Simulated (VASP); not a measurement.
# ZnO (P6_3/mmc) in VASP: a series of runs, part 2 of 2

VASP 6.6.1.

## Step 4: Single point, LDA

Contents of INCAR:

```
SYSTEM = ZnO
PREC     = Accurate       ! precision mode
ENCUT    = 520            ! plane-wave cutoff, eV
EDIFF    = 1E-6           ! SCF threshold, eV
ISMEAR   = 0              ! smearing method
SIGMA    = 0.02           ! smearing width, eV
LREAL    = .FALSE.        ! projectors in reciprocal space
LASPH    = .TRUE.         ! aspherical terms in the spheres
NELM     = 100            ! most SCF steps
ALGO     = Fast           ! electronic algorithm
ISIF     = 2              ! what is computed and relaxed
LWAVE    = .FALSE.        ! write WAVECAR
LCHARG   = .FALSE.        ! write CHGCAR
GGA      = CA             ! functional
NBANDS   = 26             ! bands
```

Contents of KPOINTS:

```
regular mesh
0
G
  9 9 6
  0 0 0
```

Contents of POSCAR:

```
ZnO
1.0
    3.3696485231      0.0000000000      0.0000000000
   -1.6848242615      2.9182012228      0.0000000000
    0.0000000000      0.0000000000      4.4242137997
Zn O
2 2
Direct
    0.3333333333      0.6666666667      0.0000000000
    0.6666666667      0.3333333333      0.5000000000
    0.3333333333      0.6666666667      0.5000000000
    0.6666666667      0.3333333333      1.0000000000
```

Potentials or basis: VASP PAW LDA potentials, release 64 (Zn, O).

Launch:

```console
$ cat potpaw_LDA.64/Zn/POTCAR potpaw_LDA.64/O/POTCAR > POTCAR
$ mpirun -np 1 vasp_std > vasp.out
```

OUTCAR:

```text
SYSTEM = ZnO
   PREC = Accurate
   ENCUT = 520
   EDIFF = 1E-6
   ISMEAR = 0
   LREAL = .FALSE.
   LASPH = .TRUE.
   NELM = 100
   ISIF = 2
   GGA = CA

 ion  position               nearest neighbor table
   1  0.333  0.667  0.000-   4 1.95   4 1.95   4 1.95   3 2.21   3 2.21   2 2.95   2 2.95   2 2.95
                             2 2.95   2 2.95   2 2.95
   2  0.667  0.333  0.500-   3 1.95   3 1.95   3 1.95   4 2.21   4 2.21   1 2.95   1 2.95   1 2.95
                             1 2.95   1 2.95   1 2.95
   3  0.333  0.667  0.500-   2 1.95   2 1.95   2 1.95   1 2.21   1 2.21
   4  0.667  0.333  0.000-   1 1.95   1 1.95   1 1.95   2 2.21   2 2.21

  LATTYP: Found a hexagonal cell.
 ALAT       =     3.3696485231
 C/A-ratio  =     1.3129600222

  Lattice vectors:

 A1 = (   3.3696485231,   0.0000000000,   0.0000000000)
 A2 = (  -1.6848242615,   2.9182012228,   0.0000000000)
 A3 = (   0.0000000000,   0.0000000000,   4.4242137997)

Analysis of symmetry for initial positions (statically):
=====================================================================
 Subroutine PRICEL returns:
 Original cell was already a primitive cell.

 Routine SETGRP: Setting up the symmetry group for a
 hexagonal supercell.
[... 172 lines left out ...]
  free energy    TOTEN  =       -20.90698853 eV

  energy without entropy =      -20.90698853  energy(sigma->0) =      -20.90698853

 E-fermi :   1.7337     XC(G=0): -11.9698

 val. band max:        1.5515867968   @ k =   0.3333   0.3333   0.5000
 cond. band min:       2.6196601852   @ k =   0.0000   0.0000   0.0000
 fundamental gap:      1.0680733883
 Fermi energy:         1.7336964908

 k-point     1 :       0.0000    0.0000    0.0000
  band No.  band energies     occupation
      1     -16.6590      2.00000
      2     -15.2938      2.00000
      3      -4.5326      2.00000
      4      -4.5326      2.00000
      5      -4.3975      2.00000
      6      -4.3975      2.00000
[... 685 lines left out ...]
     25      15.5352      0.00000
     26      15.7021      0.00000

 [... further k-points ...]
[... 5 lines left out ...]
  --------------------------------------------------------------------------------------
  -------------------------------------------------------------------------------------
  Total        0.3964043      0.3964043      0.2662809      0.0000000     -0.0000000      0.0000000
  in kB       14.5986608     14.5986608      9.8065159      0.0000000     -0.0000000      0.0000000
  external PRESSURE =      13.0012792 kB  Pullay stress =       0.0000000 kB

 VOLUME and BASIS-vectors are now :
 -----------------------------------------------------------------------------
  energy-cutoff  :      520.00
  volume of cell :       43.50
      direct lattice vectors                 reciprocal lattice vectors
     3.369648523  0.000000000  0.000000000     0.296766857  0.171338425  0.000000000
    -1.684824261  2.918201223  0.000000000     0.000000000  0.342676849  0.000000000
     0.000000000  0.000000000  4.424213800     0.000000000  0.000000000  0.226028860

 POSITION                                       TOTAL-FORCE (eV/Angst)
 -----------------------------------------------------------------------------------
     -0.00000      1.94547      0.00000         0.000000      0.000000      0.000000
      1.68482      0.97273      2.21211        -0.000000     -0.000000      0.000000
     -0.00000      1.94547      2.21211        -0.000000      0.000000      0.000000
      1.68482      0.97273      0.00000         0.000000      0.000000      0.000000
 -----------------------------------------------------------------------------------
    total drift:                               -0.000000      0.000000     -0.000000

  FREE ENERGIE OF THE ION-ELECTRON SYSTEM (eV)
  ---------------------------------------------------
  free  energy   TOTEN  =       -20.9069885301 eV

  energy  without entropy=      -20.9069885301  energy(sigma->0) =      -20.90698853
```

stdout:

```text
POSCAR found type information on POSCAR ZnO
 POSCAR found :  2 types and       4 ions
 scaLAPACK will be used
 LDA part: xc-table for (Slater(with rela. corr.)+CA(PZ))
 , standard interpolation
 POSCAR, INCAR and KPOINTS ok, starting setup
 FFT: planning ... GRIDC
 FFT: planning ... GRID_SOFT
 FFT: planning ... GRID
 WAVECAR not read
 entering main loop
```

Run time: 33 s. Hardware: 1 thread of Intel Xeon Platinum 8488C (Sapphire Rapids), shared host; peak memory 0.16 GiB.

What came out:

| Quantity | Value |
| --- | --- |
| Free energy | -20.9070 eV |
| Pressure | 1.3 GPa |
| Band gap on the k mesh | 1.07 eV, indirect (least direct gap 1.11 eV) |

Stress tensor (GPa, compression positive):
```
1.46 0.00 0.00
0.00 1.46 0.00
0.00 0.00 0.98
```

Caveat: an odd mesh through Γ misses points on the zone boundary, where band edges often lie.

## Step 5: Relaxation of cell and atoms, LDA

This run uses another cell than the first one, of 11.90 Å³/atom, 1.094 times its volume.

Contents of INCAR:

```
SYSTEM = ZnO
ALGO = Normal
EDIFF = 1E-6
EDIFFG = -0.002
ENCUT = 600
GGA = CA
IBRION = 2
ISIF = 3
ISMEAR = 0
LASPH = .TRUE.
LCHARG = .FALSE.
LREAL = .FALSE.
LWAVE = .FALSE.
NELM = 100
NSW = 100
PREC = Accurate
SIGMA = 0.02
```

Contents of KPOINTS:

```
k-points
0
G
  9 9 6
  0 0 0
```

Contents of POSCAR:

```
ZnO
1.0
    3.2500000000      0.0000000000      0.0000000000
   -1.6250000000      2.8145825623      0.0000000000
    0.0000000000      0.0000000000      5.2050000000
Zn O
2 2
Direct
    0.3333333333      0.6666666667      0.0000000000
    0.6666666667      0.3333333333      0.5000000000
    0.3333333333      0.6666666667      0.5000000000
    0.6666666667      0.3333333333      1.0000000000
```

Potentials or basis: VASP PAW LDA potentials, release 64 (Zn, O).

Launch:

```console
$ cat potpaw_LDA.64/Zn/POTCAR potpaw_LDA.64/O/POTCAR > POTCAR
$ mpirun -np 1 vasp_std > vasp.out
```

OUTCAR:

```text
SYSTEM = ZnO
   EDIFF = 1E-6
   EDIFFG = -0.002
   ENCUT = 600
   GGA = CA
   IBRION = 2
   ISIF = 3
   ISMEAR = 0
   LASPH = .TRUE.
   LREAL = .FALSE.
   NELM = 100
   NSW = 100
   PREC = Accurate

 ion  position               nearest neighbor table
   1  0.333  0.667  0.000-   4 1.88   4 1.88   4 1.88
   2  0.667  0.333  0.500-   3 1.88   3 1.88   3 1.88
   3  0.333  0.667  0.500-   2 1.88   2 1.88   2 1.88
   4  0.667  0.333  0.000-   1 1.88   1 1.88   1 1.88

  LATTYP: Found a hexagonal cell.
 ALAT       =     3.2500000000
 C/A-ratio  =     1.6015384615

  Lattice vectors:

 A1 = (   3.2500000000,   0.0000000000,   0.0000000000)
 A2 = (  -1.6250000000,   2.8145825623,   0.0000000000)
 A3 = (   0.0000000000,   0.0000000000,   5.2050000000)

Analysis of symmetry for initial positions (statically):
=====================================================================
 Subroutine PRICEL returns:
 Original cell was already a primitive cell.

 Routine SETGRP: Setting up the symmetry group for a
 hexagonal supercell.

 Subroutine GETGRP returns: Found 24 space group operations
[... 183 lines left out ...]
  in kB       39.1981875     39.1981875    -79.7675811      0.0000000     -0.0000000      0.0000000
  external PRESSURE =      -0.4570687 kB  Pullay stress =       0.0000000 kB
[... 95 lines left out ...]
  FREE ENERGIE OF THE ION-ELECTRON SYSTEM (eV)
  ---------------------------------------------------
  free  energy   TOTEN  =       -20.7967783547 eV

  energy  without entropy=      -20.7967783547  energy(sigma->0) =      -20.79677835

[... ionic steps 4 to 18 ...]

--------------------------------------- Ionic step       19  -------------------------------------------

 number of electron      35.9999996 magnetization

------------------------ aborting loop because EDIFF is reached ----------------------------------------
[... 71 lines left out ...]
--------------------------------------- Ionic step       21  -------------------------------------------

 number of electron      35.9999996 magnetization

 Free energy of the ion-electron system (eV)
  ---------------------------------------------------
  ext. energy  EPLUGINS =         0.00000000
  ---------------------------------------------------
  free energy    TOTEN  =       -20.92144852 eV

  energy without entropy =      -20.92144852  energy(sigma->0) =      -20.92144852

 E-fermi :   1.6419     XC(G=0): -11.9314

 val. band max:        1.4837647874   @ k =   0.3333   0.3333   0.5000
 cond. band min:       2.5305651998   @ k =   0.0000   0.0000   0.0000
 fundamental gap:      1.0468004124
 Fermi energy:         1.6419351543

 k-point     1 :       0.0000    0.0000    0.0000
  band No.  band energies     occupation
      1     -16.6674      2.00000
      2     -15.3191      2.00000
      3      -4.5625      2.00000
      4      -4.5625      2.00000
      5      -4.4299      2.00000
      6      -4.4299      2.00000
[... 589 lines left out ...]
     21       9.3546      0.00000
     22      11.0410      0.00000

 [... further k-points ...]
[... 5 lines left out ...]
  --------------------------------------------------------------------------------------
  -------------------------------------------------------------------------------------
  Total       -0.0034061     -0.0034061     -0.0078979     -0.0000000     -0.0000000      0.0000000
  in kB       -0.1245606     -0.1245606     -0.2888292     -0.0000000     -0.0000000      0.0000000
  external PRESSURE =      -0.1793168 kB  Pullay stress =       0.0000000 kB
[... 19 lines left out ...]
  FREE ENERGIE OF THE ION-ELECTRON SYSTEM (eV)
  ---------------------------------------------------
  free  energy   TOTEN  =       -20.9214485228 eV

  energy  without entropy=      -20.9214485228  energy(sigma->0) =      -20.92144852

 reached required accuracy - stopping structural energy minimisation
```

OSZICAR:

```text
N       E                     dE             d eps       ncg     rms          rms(c)
DAV:   1     0.302679926192E+03    0.30268E+03   -0.20598E+04  2112   0.262E+03
DAV:   2     0.871213669400E+01   -0.29397E+03   -0.28354E+03  2280   0.471E+02
DAV:   3    -0.232839514742E+02   -0.31996E+02   -0.31751E+02  2454   0.163E+02
DAV:   4    -0.239480081270E+02   -0.66406E+00   -0.66323E+00  2358   0.246E+01
[... 154 lines left out ...]
       N       E                     dE             d eps       ncg     rms          rms(c)
DAV:   1    -0.209214681386E+02   -0.20636E-04   -0.33507E-04  2408   0.330E-01    0.318E-02
DAV:   2    -0.209214513866E+02    0.16752E-04   -0.67203E-05  2752   0.170E-01    0.122E-02
DAV:   3    -0.209214492561E+02    0.21305E-05   -0.11529E-06  1348   0.285E-02    0.658E-03
DAV:   4    -0.209214485228E+02    0.73332E-06   -0.11857E-06  1122   0.150E-02
  21 F= -.20921449E+02 E0= -.20921449E+02  d E =-.145810E-05
```

It took 5.6 min on 1 thread of Intel Xeon Platinum 8488C (Sapphire Rapids), shared host; peak memory 0.2 GiB.

What came out:

```yaml
Free_energy: -20.9214 eV
Relaxed_volume: 10.95 Å³/atom
Relaxed_cell: a = 3.378 Å, b = 3.378 Å, c = 4.432 Å, α = 90.00°, β = 90.00°, γ = 120.00°
Space_group_after_relaxing_to_0.05_Å: P6_3/mmc (No. 194)
Energy_gained_by_relaxing: 69.9 meV/atom
Ionic_steps: 21
Pressure_after_relaxing: 0.0 GPa
Band_gap_on_the_k_mesh: 1.05 eV, indirect (least direct gap 1.09 eV)
```

The path:
| step | energy change (eV) | largest force (eV/Å) | pressure (GPa) | volume (Å³) |
| --- | --- | --- | --- | --- |
| 1 | 0.0000 | 0.0000 | -0.05 | 47.61 |
| 2 | -0.0818 | 0.0000 | -3.67 | 47.56 |
| 3 | -0.1550 | 0.0000 | -8.11 | 47.34 |
| 4 | -0.2019 | 0.0000 | -6.63 | 46.48 |
| 5 | -0.2764 | 0.0000 | -1.42 | 44.24 |
| 6 | -0.2784 | 0.0000 | 1.13 | 43.48 |
| 7 | -0.2794 | 0.0000 | 0.28 | 43.74 |
| 8 | -0.2793 | 0.0000 | 0.62 | 43.66 |
| 9 | -0.2796 | 0.0000 | 0.22 | 43.76 |
| 10 | -0.2796 | 0.0000 | 0.16 | 43.80 |
| 11 | -0.2796 | 0.0000 | -0.28 | 43.88 |
| 12 | -0.2796 | 0.0000 | -0.14 | 43.83 |
| 13 | -0.2796 | 0.0000 | -0.05 | 43.81 |
| 14 | -0.2796 | 0.0000 | 0.08 | 43.81 |
| 15 | -0.2796 | 0.0000 | 0.03 | 43.81 |
| 16 | -0.2797 | 0.0000 | 0.00 | 43.81 |
| 17 | -0.2797 | 0.0000 | -0.03 | 43.82 |
| 18 | -0.2797 | 0.0000 | -0.03 | 43.82 |
| 19 | -0.2797 | 0.0000 | -0.08 | 43.82 |
| 20 | -0.2797 | 0.0000 | -0.06 | 43.82 |
| 21 | -0.2797 | 0.0000 | -0.02 | 43.81 |

Final structure:
```xyz
4
Lattice="3.3785 0.0000 0.0000 -1.6892 2.9258 0.0000 0.0000 0.0000 4.4321" Properties=species:S:1:pos:R:3 pbc="T T T"
Zn    0.0000    1.9506    0.0000
Zn    1.6892    0.9753    2.2161
O     0.0000    1.9506    2.2161
O     1.6892    0.9753    0.0000
```

Levels at points of the mesh, in eV from the valence-band top:
```tsv
k point	band 14	band 15	band 16	band 17	band 18	band 19	band 20	band 21	band 22
(0.00, 0.00, 0.00)	-1.02	-0.83	-0.83	-0.05	-0.05	1.05	4.92	9.97	11.40
(0.00, 0.00, 0.50)	-2.26	-0.37	-0.37	-0.37	-0.37	4.41	4.41	11.49	11.49
```

Caveat: an odd mesh through Γ misses points on the zone boundary, where band edges often lie.
